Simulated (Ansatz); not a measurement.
Runs of Ansatz 0.2.0 on GaP. It takes space group F-43m (No. 216, cubic). Conventional cell: a = 5.451 Å, b = 5.451 Å, c = 5.451 Å, α = 90.00°, β = 90.00°, γ = 90.00°. Ga (site symmetry -43m) is surrounded by 4 P at 2.36 Å. Around P (site symmetry -43m) lie 4 Ga at 2.36 Å. 

| task | level | spin | k mesh | smearing | atoms under strain | q mesh | points for each segment of the path | gap on the mesh (eV) | pressure (GPa) |
| --- | --- | --- | --- | --- | --- | --- | --- | --- | --- |
| single point | RPBE | off | 8 × 8 × 8 | gaussian 0.05 eV | - | - | - | 1.73 | 4.6 |
| Born charges and dielectric tensor | PBEsol | off | 8 × 8 × 8 | fixed | - | - | - | 1.51 | - |
| single point | RPBE | off | 8 × 8 × 8 | gaussian 0.1 eV | - | - | - | 1.73 | 4.6 |
| single point | PBEsol+D3(BJ) | SOC, no magnetisation | 6 × 6 × 6 | fermi-dirac 0.1 eV | - | - | - | (a) | -2.8 |
| elastic constants | PBEsol | off | 6 × 6 × 6 | fixed | relaxed | - | - | 1.51 | -0.5 |
| phonons | PBEsol | off | 6 × 6 × 6 | fixed | - | 2 × 2 × 2 | 8 | 1.51 | - |
| single point | PBEsol | off | 8 × 8 × 8 | gaussian 0.05 eV | - | - | - | 1.51 | -0.6 |

Alike in all rows: potentials or basis Ansatz PAW; cell as given; cutoff (eV) 420.

Task: Estimate the missing entries.

Result: (a) 1.48.

Caveats: the PAW data sets come from PBE, with cores solved anew for the run's functional, which leaves a small shift of forces and pressure.

A k mesh can miss the band edges, and rows without SOC leave out spin-orbit coupling on Ga.
